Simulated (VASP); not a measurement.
# Ge (Cmcm) in VASP: notebook, part 2 of 2

VASP 6.6.1. The steps go on from the part before.

### Step 4. Single point, PBE

INCAR reads:

```
SYSTEM = Ge
PREC = Accurate
ENCUT = 550
EDIFF = 1E-6
ISMEAR = 0
SIGMA = 0.05
LREAL = .False.
LASPH = .True.
NELM = 100
ALGO = Normal
ISIF = 2
LWAVE = .False.
LCHARG = .False.
GGA = PE
ADDGRID = .False.
```

KPOINTS reads:

```
regular mesh
0
Gamma
  11 11 6
  0 0 0
```

POSCAR reads:

```
Ge
1.0
    1.4880529250     -2.5946896100      0.0000000000
    1.4880529250      2.5946896100      0.0000000000
    0.0000000000      0.0000000000      4.7275957900
Ge
2
Direct
    0.3334466300      0.6665533700      0.2500000000
    0.6665533700      0.3334466300      0.7500000000
```

Potentials or basis: VASP PAW PBE potentials, release 64 (Ge_d).

Launch:

```
> cat potpaw_PBE.64/Ge_d/POTCAR > POTCAR
> mpirun -np 1 vasp_std > vasp.out
```

OUTCAR:

```text
SYSTEM = Ge
   PREC = Accurate
   ENCUT = 550
   EDIFF = 1E-6
   ISMEAR = 0
   LREAL = .False.
   LASPH = .True.
   NELM = 100
   ISIF = 2
   GGA = PE

 Found    144 irreducible k-points:

 Following reciprocal coordinates:
            Coordinates               Weight
  0.000000  0.000000  0.000000      1.000000
  0.090909  0.000000  0.000000      4.000000
  0.181818  0.000000  0.000000      4.000000
  0.272727  0.000000  0.000000      4.000000
  0.363636  0.000000  0.000000      4.000000
  0.454545  0.000000  0.000000      4.000000
   k-points           NKPTS =    144   k-points in BZ     NKDIM =    144   number of bands    NBANDS=     18
   number of dos      NEDOS =    301   number of ions     NIONS =      2
   total plane-waves  NPLWV =  20736
   dimension x,y,z NGX =    24 NGY =   24 NGZ =   36
   dimension x,y,z NGXF=    48 NGYF=   48 NGZF=   72
   ions per type =               2
   NGX,Y,Z   is equivalent  to a cutoff of  13.34, 13.34, 12.66 a.u.
   NGXF,Y,Z  is equivalent  to a cutoff of  26.68, 26.68, 25.32 a.u.
 SYSTEM =  Ge
   PREC   = accura    normal or accurate (medium, high low for compatibility)
   ISTART =      0    job   : 0-new  1-cont  2-samecut
   ICHARG =      2    charge: 1-file 2-atom 10-const
   ISPIN  =      1    spin polarized calculation?
   LNONCOLLINEAR =      F non collinear calculations
   LSORBIT =      F    spin-orbit coupling
   LASPH  =      T    aspherical Exc in radial PAW
   ENCUT  =  550.0 eV  40.42 Ry    6.36 a.u.   5.72  5.72  9.04*2*pi/ulx,y,z
   NELM   =    100;   NELMIN=  2; NELMDL= -5     # of ELM steps
   EDIFF  = 0.1E-05   stopping-criterion for ELM
   LREAL  =      F    real-space projection
   EDIFFG = 0.1E-04   stopping-criterion for IOM
   NSW    =      0    number of steps for IOM
   IBRION =     -1    ionic relax: 0-MD 1-quasi-New 2-CG
   NFREE  =      0    steps in history (QN), initial steepest desc. (CG)
   ISIF   =      2    stress and relaxation
   ISYM   =      2    0-nonsym 1-usesym 2-fastsym
   POTIM  = 0.5000    time-step for ionic-motion
   TEBEG  =    0.0;   TEEND  =   0.0 temperature during run
   PSTRESS=    0.0 pullay stress
   NELECT =      28.0000    total number of electrons
   NUPDOWN=      -1.0000    fix difference up-down
   EMIN   =  10.00;   EMAX   =-10.00  energy-range for DOS
   EFERMI =   0.00;   METHOD = LEGACY
   ISMEAR =     0;   SIGMA  =   0.05  broadening in eV -4-tet -1-fermi 0-gaus
   EFERMI_NEDOS =   21; number of points for ismear=-14 and -15
   IALGO  =     38    algorithm
   IMIX   =      4    mixing-type and parameters
     AMIX     =   0.40;   BMIX     =  1.00
     AMIX_MAG =   1.60;   BMIX_MAG =  1.00
  volume/ion in A,a.u.               =      18.25       123.18
  Fermi-wavevector in a.u.,A,eV,Ry     =   1.498544  2.831837 30.553703  2.245634
  Thomas-Fermi vector in A             =   2.610289
   LORBIT       =      0    0 simple, 1 ext, 2 COOP (PROOUT), +10 PAW based schemes
   GGA     = PE    functional components
   LHFCALC =     F    Hartree Fock is set to
   AEXX    =    0.0000 exact exchange contribution
   IVDW    =     0    specifies the selected vdW correction
   LEPSILON=     F    determine dielectric tensor
   LRPA    =     F    only Hartree local field effects (RPA)
 non-spin polarized calculation
 Gauss-broadening in eV      SIGMA  =   0.05
  energy-cutoff  :      550.00
  volume of cell :       36.51
 maximum number of plane-waves:      1092
   NGX = 11   NGY = 11   NGZ = 19

 number of electron      28.0000012 magnetization

 Free energy of the ion-electron system (eV)
  ---------------------------------------------------
  ext. energy  EPLUGINS =         0.00000000
  ---------------------------------------------------
  free energy    TOTEN  =        -8.34221187 eV

  energy without entropy =       -8.34119344  energy(sigma->0) =       -8.34170265

 E-fermi :   7.1679     XC(G=0): -11.4671

 val. band max:        7.1221892619   @ k =   0.1818   0.1818   0.0000
 cond. band min:       7.1692856036   @ k =  -0.3636   0.2727   0.3333
 fundamental gap:      0.0470963417
 Fermi energy:         7.1679146860

 k-point     1 :       0.0000    0.0000    0.0000
  band No.  band energies     occupation
      1     -17.5976      2.00000
      2     -17.5954      2.00000
      3     -17.5920      2.00000
      4     -17.5868      2.00000
      5     -17.5844      2.00000
      6     -17.5832      2.00000
[... 10 lines left out ...]
     17      15.8747      0.00000
     18      17.1902      0.00000

 k-point     2 :       0.0909    0.0000    0.0000
  band No.  band energies     occupation
      1     -17.6026      2.00000
      2     -17.5951      2.00000
      3     -17.5875      2.00000
      4     -17.5802      2.00000
      5     -17.5785      2.00000
      6     -17.5752      2.00000
[... 10 lines left out ...]
     17      16.1265      0.00000
     18      16.8365      0.00000

 k-point     3 :       0.1818    0.0000    0.0000
  band No.  band energies     occupation
      1     -17.6172      2.00000
      2     -17.5921      2.00000
      3     -17.5786      2.00000
      4     -17.5770      2.00000
      5     -17.5715      2.00000
      6     -17.5686      2.00000
[... 10 lines left out ...]
     17      15.4708      0.00000
     18      15.9325      0.00000

 k-point     4 :       0.2727    0.0000    0.0000
  band No.  band energies     occupation
      1     -17.6331      2.00000
      2     -17.5925      2.00000
      3     -17.5920      2.00000
      4     -17.5860      2.00000
      5     -17.5590      2.00000
      6     -17.5439      2.00000
[... 10 lines left out ...]
     17      13.2379      0.00000
     18      14.9166      0.00000

 k-point     5 :       0.3636    0.0000    0.0000
  band No.  band energies     occupation
      1     -17.6465      2.00000
      2     -17.6058      2.00000
      3     -17.5954      2.00000
      4     -17.5938      2.00000
      5     -17.5462      2.00000
      6     -17.5339      2.00000
[... 10 lines left out ...]
     17      10.8794      0.00000
     18      13.9809      0.00000

 k-point     6 :       0.4545    0.0000    0.0000
  band No.  band energies     occupation
      1     -17.6542      2.00000
      2     -17.6145      2.00000
      3     -17.5982      2.00000
      4     -17.5977      2.00000
      5     -17.5399      2.00000
      6     -17.5383      2.00000
[... 10 lines left out ...]
     17       9.5520      0.00000
     18      13.5497      0.00000

 [... further k-points ...]

------------------------ aborting loop because EDIFF is reached ----------------------------------------

  FORCE on cell =-STRESS in cart. coord.  units (eV):
  Direction    XX          YY          ZZ          XY          YZ          ZX
  --------------------------------------------------------------------------------------
  -------------------------------------------------------------------------------------
  Total        0.4474018      0.4885611      1.9846128      0.0000000      0.0000000      0.0000000
  in kB       19.6351462     21.4415076     87.0988152      0.0000000      0.0000000      0.0000000
  external PRESSURE =      42.7251563 kB  Pullay stress =       0.0000000 kB

 VOLUME and BASIS-vectors are now :
 -----------------------------------------------------------------------------
  energy-cutoff  :      550.00
  volume of cell :       36.51
      direct lattice vectors                 reciprocal lattice vectors
     1.488052925 -2.594689610  0.000000000     0.336009554 -0.192701277  0.000000000
     1.488052925  2.594689610  0.000000000     0.336009554  0.192701277  0.000000000
     0.000000000  0.000000000  4.727595790     0.000000000  0.000000000  0.211524006

 POSITION                                       TOTAL-FORCE (eV/Angst)
 -----------------------------------------------------------------------------------
      1.48805      0.86431      1.18190         0.000000     -0.007516      0.000000
      1.48805     -0.86431      3.54570         0.000000      0.007516     -0.000000
 -----------------------------------------------------------------------------------
    total drift:                                0.000000     -0.000000      0.000000

  FREE ENERGIE OF THE ION-ELECTRON SYSTEM (eV)
  ---------------------------------------------------
  free  energy   TOTEN  =        -8.3422118681 eV

  energy  without entropy=       -8.3411934361  energy(sigma->0) =       -8.34170265
```

OSZICAR:

```text
N       E                     dE             d eps       ncg     rms          rms(c)
DAV:   1     0.155334229097E+03    0.15533E+03   -0.15608E+04  5380   0.462E+03
DAV:   2     0.984261103503E+01   -0.14549E+03   -0.14329E+03  5192   0.531E+02
DAV:   3    -0.786047952126E+01   -0.17703E+02   -0.17406E+02  5814   0.136E+02
DAV:   4    -0.836510370562E+01   -0.50462E+00   -0.49867E+00  5996   0.260E+01
DAV:   5    -0.837291511684E+01   -0.78114E-02   -0.78096E-02  5610   0.321E+00    0.167E+00
DAV:   6    -0.835205563726E+01    0.20859E-01   -0.20112E-02  6698   0.248E+00    0.920E-01
DAV:   7    -0.834249985353E+01    0.95558E-02   -0.14096E-02  6740   0.170E+00    0.756E-02
DAV:   8    -0.834219949645E+01    0.30036E-03   -0.12757E-03  6076   0.718E-01    0.282E-02
DAV:   9    -0.834221083100E+01   -0.11335E-04   -0.33929E-05  5448   0.670E-02    0.545E-03
DAV:  10    -0.834221213724E+01   -0.13062E-05   -0.11382E-06  3264   0.190E-02    0.477E-04
DAV:  11    -0.834221186814E+01    0.26910E-06   -0.33085E-07  2688   0.120E-02
   1 F= -.83422119E+01 E0= -.83417027E+01  d E =-.101843E-02
```

Wall time 20 s (1 thread of Intel Xeon 6975P-C (Granite Rapids), shared host); peak memory 0.21 GiB.

The run converged, but some of its settings lie outside the range that counts as converged, so its numbers aren't taken as properties of the crystal.

Results:

```yaml
Free_energy: -8.3422 eV
Pressure: 4.3 GPa
Largest_force: 0.008 eV/Å
Band_gap_on_the_k_mesh: none (metal or under the smearing width)
```

### Step 5. Single point, PBE

INCAR is that of step 4.

KPOINTS is that of step 4.

POSCAR reads:

```
Ge
1.0
    1.4880529250     -2.5946896100      0.0000000000
    1.4880529250      2.5946896100      0.0000000000
    0.0000000000      0.0000000000      4.7275957900
Ge
2
Direct
    0.3592940000      0.6730280000      0.2256240000
    0.6679590000      0.3129580000      0.7530700000
```

Launch:

```
> cat potpaw_PBE.64/Ge_d/POTCAR > POTCAR
> mpirun -np 1 vasp_std > vasp.out
```

Run time: 51 s. Hardware: 1 thread of Intel Xeon 6975P-C (Granite Rapids), shared host; peak memory 0.32 GiB.

The run converged, but some of its settings lie outside the range that counts as converged, so its numbers aren't taken as properties of the crystal.

Results:

- Free energy: -8.3279 eV
- Pressure: 4.6 GPa
- Largest force: 0.323 eV/Å
- Band gap on the k mesh: none (metal or under the smearing width)

### Step 6. Single point, PBE

INCAR reads:

```
SYSTEM = Ge
PREC = Accurate
ENCUT = 500
EDIFF = 1E-6
ISMEAR = 0
SIGMA = 0.02
LREAL = .FALSE.
LASPH = .TRUE.
NELM = 60
ALGO = Normal
ISIF = 2
LWAVE = .FALSE.
LCHARG = .FALSE.
GGA = PE
NBANDS = 21
```

KPOINTS reads:

```
regular mesh
0
G
  7 7 4
  0 0 0
```

POSCAR reads:

```
Ge
1.0
    1.4880529250     -2.5946896100      0.0000000000
    1.4880529250      2.5946896100      0.0000000000
    0.0000000000      0.0000000000      4.7275957900
Ge
2
Direct
    0.3334466300      0.6665533700      0.2500000000
    0.6665533700      0.3334466300      0.7500000000
```

Potentials or basis: VASP PAW PBE potentials, release 64 (Ge_d_GW).

Launch:

```
> cat potpaw_PBE.64/Ge_d_GW/POTCAR > POTCAR
> mpirun -np 1 vasp_std > vasp.out
```

OUTCAR:

```text
SYSTEM = Ge
   PREC = Accurate
   ENCUT = 500
   EDIFF = 1E-6
   ISMEAR = 0
   LREAL = .FALSE.
   LASPH = .TRUE.
   NELM = 60
   ISIF = 2
   GGA = PE

 ion  position               nearest neighbor table
   1  0.333  0.667  0.250-   2 2.92   2 2.92   2 2.92   2 2.92   2 2.93   2 2.93
   2  0.667  0.333  0.750-   1 2.92   1 2.92   1 2.92   1 2.92   1 2.93   1 2.93

  LATTYP: Found a base centered orthorhombic cell.
 ALAT       =     2.9761058500
 B/A-ratio  =     1.7436809984
 C/A-ratio  =     1.5885173540

  Lattice vectors:

 A1 = (   1.4880529250,  -2.5946896100,   0.0000000000)
 A2 = (   1.4880529250,   2.5946896100,   0.0000000000)
 A3 = (   0.0000000000,   0.0000000000,   4.7275957900)

Analysis of symmetry for initial positions (statically):
=====================================================================
 Subroutine PRICEL returns:
 Original cell was already a primitive cell.

 Routine SETGRP: Setting up the symmetry group for a
 base centered orthorhombic supercell.

 Subroutine GETGRP returns: Found  8 space group operations
 (whereof  4 operations were pure point group operations)
 out of a pool of  8 trial point group operations.

The static configuration has the point symmetry C_2h.
 The point group associated with its full space group is D_2h.

Analysis of symmetry for dynamics (positions and initial velocities):
=====================================================================
 Subroutine PRICEL returns:
 Original cell was already a primitive cell.

 Routine SETGRP: Setting up the symmetry group for a
 base centered orthorhombic supercell.

 Subroutine GETGRP returns: Found  8 space group operations
 (whereof  4 operations were pure point group operations)
 out of a pool of  8 trial point group operations.

The dynamic configuration has the point symmetry C_2h.
 The point group associated with its full space group is D_2h.

 Subroutine INISYM returns: Found  8 space group operations
 (whereof  4 operations are pure point group operations),
 and found     1 'primitive' translations

[... 111 lines left out ...]
   IALGO  =     38    algorithm
   IMIX   =      4    mixing-type and parameters
     AMIX     =   0.40;   BMIX     =  1.00
     AMIX_MAG =   1.60;   BMIX_MAG =  1.00
  volume/ion in A,a.u.               =      18.25       123.18
  Fermi-wavevector in a.u.,A,eV,Ry     =   1.498544  2.831837 30.553703  2.245634
  Thomas-Fermi vector in A             =   2.610289
   LORBIT       =      0    0 simple, 1 ext, 2 COOP (PROOUT), +10 PAW based schemes
   GGA     = PE    functional components
   LHFCALC =     F    Hartree Fock is set to
   AEXX    =    0.0000 exact exchange contribution
   IVDW    =     0    specifies the selected vdW correction
   LEPSILON=     F    determine dielectric tensor
   LRPA    =     F    only Hartree local field effects (RPA)
 non-spin polarized calculation
 Gauss-broadening in eV      SIGMA  =   0.02
  energy-cutoff  :      500.00
  volume of cell :       36.51
 maximum number of plane-waves:       957
 NGX is ok and might be reduce to    24
   NGX = 11   NGY = 11   NGZ = 17

 number of electron      28.0000013 magnetization

 Free energy of the ion-electron system (eV)
  ---------------------------------------------------
  ext. energy  EPLUGINS =         0.00000000
  ---------------------------------------------------
  free energy    TOTEN  =        -8.29327641 eV

  energy without entropy =       -8.29305755  energy(sigma->0) =       -8.29316698

 E-fermi :   4.4417     XC(G=0): -11.4967

 val. band max:        4.4300634067   @ k =   0.4286   0.4286   0.2500
 cond. band min:       4.5366994408   @ k =   0.4286   0.1429   0.0000
 fundamental gap:      0.1066360341
 Fermi energy:         4.4417246727

 k-point     1 :       0.0000    0.0000    0.0000
  band No.  band energies     occupation
      1     -20.1838      2.00000
      2     -20.1759      2.00000
      3     -20.1722      2.00000
      4     -20.1721      2.00000
      5     -20.1670      2.00000
      6     -20.1639      2.00000
[... 565 lines left out ...]
     20      15.2738      0.00000
     21      16.8652      0.00000

 [... further k-points ...]

------------------------ aborting loop because EDIFF is reached ----------------------------------------

  FORCE on cell =-STRESS in cart. coord.  units (eV):
  Direction    XX          YY          ZZ          XY          YZ          ZX
  --------------------------------------------------------------------------------------
  -------------------------------------------------------------------------------------
  Total        1.1395937      1.3262027      0.8448986      0.0000000     -0.0000000      0.0000000
  in kB       50.0134149     58.2031337     37.0801110      0.0000000     -0.0000000      0.0000000
  external PRESSURE =      48.4322199 kB  Pullay stress =       0.0000000 kB

 VOLUME and BASIS-vectors are now :
 -----------------------------------------------------------------------------
  energy-cutoff  :      500.00
  volume of cell :       36.51
      direct lattice vectors                 reciprocal lattice vectors
     1.488052925 -2.594689610  0.000000000     0.336009554 -0.192701277  0.000000000
     1.488052925  2.594689610  0.000000000     0.336009554  0.192701277  0.000000000
     0.000000000  0.000000000  4.727595790     0.000000000  0.000000000  0.211524006

 POSITION                                       TOTAL-FORCE (eV/Angst)
 -----------------------------------------------------------------------------------
      1.48805      0.86431      1.18190         0.000000     -0.012520     -0.000000
      1.48805     -0.86431      3.54570         0.000000      0.012520      0.000000
 -----------------------------------------------------------------------------------
    total drift:                               -0.000000     -0.000000      0.000000

  FREE ENERGIE OF THE ION-ELECTRON SYSTEM (eV)
  ---------------------------------------------------
  free  energy   TOTEN  =        -8.2932764102 eV

  energy  without entropy=       -8.2930575494  energy(sigma->0) =       -8.29316698
```

OSZICAR:

```text
N       E                     dE             d eps       ncg     rms          rms(c)
DAV:   1     0.219119072589E+03    0.21912E+03   -0.14229E+04  2292   0.455E+03
DAV:   2     0.348942292796E+02   -0.18422E+03   -0.17944E+03  2066   0.709E+02
DAV:   3    -0.261196126843E+01   -0.37506E+02   -0.37282E+02  2362   0.180E+02
DAV:   4    -0.819148735055E+01   -0.55795E+01   -0.55770E+01  3392   0.803E+01
DAV:   5    -0.831344036671E+01   -0.12195E+00   -0.12195E+00  2765   0.142E+01    0.387E+00
DAV:   6    -0.830032739701E+01    0.13113E-01   -0.88199E-02  3364   0.477E+00    0.208E+00
DAV:   7    -0.829352270708E+01    0.68047E-02   -0.10004E-02  3286   0.152E+00    0.324E-01
DAV:   8    -0.829327041388E+01    0.25229E-03   -0.10657E-03  3189   0.682E-01    0.307E-02
DAV:   9    -0.829327301369E+01   -0.25998E-05   -0.34698E-05  3128   0.133E-01    0.122E-02
DAV:  10    -0.829327582894E+01   -0.28153E-05   -0.18030E-06  2013   0.224E-02    0.697E-03
DAV:  11    -0.829327641017E+01   -0.58123E-06   -0.52744E-07  1493   0.151E-02
   1 F= -.82932764E+01 E0= -.82931670E+01  d E =-.218861E-03
```

It took 13 s on 1 thread of Intel Xeon 6975P-C (Granite Rapids), shared host; peak memory 0.17 GiB.

What came out:

```
Free energy            : -8.2933 eV
Pressure               : 4.8 GPa
Largest force          : 0.013 eV/Å
Band gap on the k mesh : none (metal or under the smearing width)
```

Forces on the atoms (eV/Å):
```
Ge   0.000 -0.013  0.000
Ge   0.000  0.013  0.000
```

Stress tensor (GPa, compression positive):
```
5.00 0.00 0.00
0.00 5.82 0.00
0.00 0.00 3.71
```

Levels at points of the mesh, in eV from the Fermi level:
| k point | band 10 | band 11 | band 12 | band 13 | band 14 | band 15 | band 16 | band 17 | band 18 | band 19 |
| --- | --- | --- | --- | --- | --- | --- | --- | --- | --- | --- |
| (0.00, 0.00, 0.00) | -24.52 | -13.31 | -7.42 | -5.48 | 6.66 | 6.78 | 8.74 | 8.86 | 10.17 | 11.45 |
| (0.00, 0.00, 0.50) | -24.54 | -11.64 | -11.64 | 1.94 | 1.94 | 7.80 | 7.80 | 7.92 | 7.92 | 12.76 |
